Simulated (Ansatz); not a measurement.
BN (zincblende), relaxed with r2SCAN in the plane-wave code Ansatz: the symmetry is F-43m (No. 216, cubic); a = 3.610 Å in the conventional setting, 5.88 Å³ an atom. B is surrounded by 4 N at 1.56 Å; N is surrounded by 4 B at 1.56 Å. It was then strained (epitaxial in the plane normal to [111]), atoms relaxed again within the symmetry left. Unstrained, HSE06 gives 5.794 eV (Γ → X, 8×8×8 mesh), and the band edges keep their places in every row. The normal direction was relaxed to zero stress. Only one sign of strain is shown, since it lowers the symmetry, and equivalent edge states can then move with another slope on the other side. Stress is positive in compression. No spin polarisation and no zero-point or thermal motion.

Axes as in this cell:
```
B N
1.0
     0.00000    1.80483    1.80483
     1.80483    0.00000    1.80483
     1.80483    1.80483    0.00000
B N
1 1
Direct
  0.00000 0.00000 0.00000
  0.25000 0.25000 0.25000
```

```csv
strain (%),ε,"ΔE_g, HSE06 (eV)","Δin-plane stress (σ_xx − σ_xy), r2SCAN (GPa)"
-4.0,-0.0400,-0.083,+52.27
-2.5,-0.0250,-0.023,+30.46
-2.0,-0.0200,-0.010,+23.80
-1.09,-0.0109,0.000,+12.42
```

Question: Fit ΔE_g = a x + b x² to these rows by least squares, with x = ε.

Answer: The normal equations take Σx² = 2.744e-03, Σx³ = -8.892e-05, Σx⁴ = 3.125e-06, ΣxΔE = 4.095e-03 and Σx²ΔE = -1.512e-04, and give a = -0.97 eV, b = -76.0 eV; the largest residual is 0.002 eV.

Question: Fit the change of in-plane stress (σ_xx − σ_xy) in the same way.

Answer: Δin-plane stress (σ_xx − σ_xy) = -1073.6 x + (5825) x² GPa. The slope, 1074 GPa, is the biaxial modulus of the film.

Question: Predict the withheld row at -3.0 % (x = -0.0300).

Answer: ΔE_g ≈ -0.97 × (-0.0300) + (-76.0) × (-0.0300)² = -0.039 eV, and Δin-plane stress (σ_xx − σ_xy) ≈ +37.45 GPa. The runs give -0.038 eV and +37.42 GPa, off by +0.001 eV and -0.03 GPa.
